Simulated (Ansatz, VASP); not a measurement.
## Two plane-wave programs on SiC

```
CELL_PARAMETERS angstrom
3.08497 0.00000 0.00000
-1.54248 2.67166 0.00000
0.00000 0.00000 7.06164
ATOMIC_POSITIONS crystal
Si 0.00000 0.50000 0.16667
Si 0.50000 0.50000 0.83333
Si 0.50000 0.00000 0.50000
C 0.50000 0.50000 0.33333
C 0.50000 0.00000 0.00000
C 0.00000 0.50000 0.66667
```

Alike in both runs: functional PBE; k mesh 12 × 12 × 4; occupations gaussian, width 0.02 eV; no spin polarisation.

Ansatz relaxed the structure, and its values are those at the end. VASP's run is a single point on that final structure, the one shown.

```csv
,VASP,Ansatz
version,VASP 6.6.1,Ansatz 0.2.0
potentials or method,"VASP PAW PBE potentials, release 64 (Si, C)","scalar-relativistic, plane waves, PAW"
plane-wave cutoff (eV),520,420
valence electrons in the cell,24,24
```

|  | VASP | Ansatz | Ansatz less VASP |
| --- | --- | --- | --- |
| gap on the k mesh at the Fermi level (eV) | 0.87 | 0.87 | +0.002 |
| least direct gap on the mesh (eV) | 3.00 | 3.00 | +0.003 |
| pressure (GPa) | 0.0 | 0.0 | -0.02 |

A k mesh can miss the band edges. PBE gaps usually lie below the measured ones, often by a third to a half.
